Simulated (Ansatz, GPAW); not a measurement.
**Mo: 3 runs at one level of theory**

```xyz
1
Lattice="-1.5838 1.5838 1.5838 1.5838 -1.5838 1.5838 1.5838 1.5838 -1.5838" Properties=species:S:1:pos:R:3 pbc="T T T"
Mo    0.0000    0.0000    0.0000
```

Alike in all runs: task single point; functional PBE; k mesh 12 × 12 × 12; occupations gaussian, width 0.02 eV; no spin polarisation; no spin-orbit coupling. Pressure is positive in compression and, in plane waves, holds the error of the finite cutoff, which Ansatz's Pulay term estimates and takes out.

| program and potentials | plane-wave cutoff (eV) | notes | band gap (eV) | pressure (GPa) |
| --- | --- | --- | --- | --- |
| Ansatz, Ansatz PAW | 420 | Pulay term of +0.05 GPa included | no gap | -1.93 |
| GPAW, GPAW PAW data sets (gpaw-data 1.2.1) | 600 | - | no gap | -2.29 |
| Ansatz, all-electron LAPW, scalar-relativistic | - | - | ? | ? |

**Question.** Estimate from the other rows what the run with Ansatz, all-electron LAPW, scalar-relativistic gave.

**Answer.** No band gap; pressure -1.94 GPa. The other rows, which needn't bracket it: pressure -2.29 to -1.93.
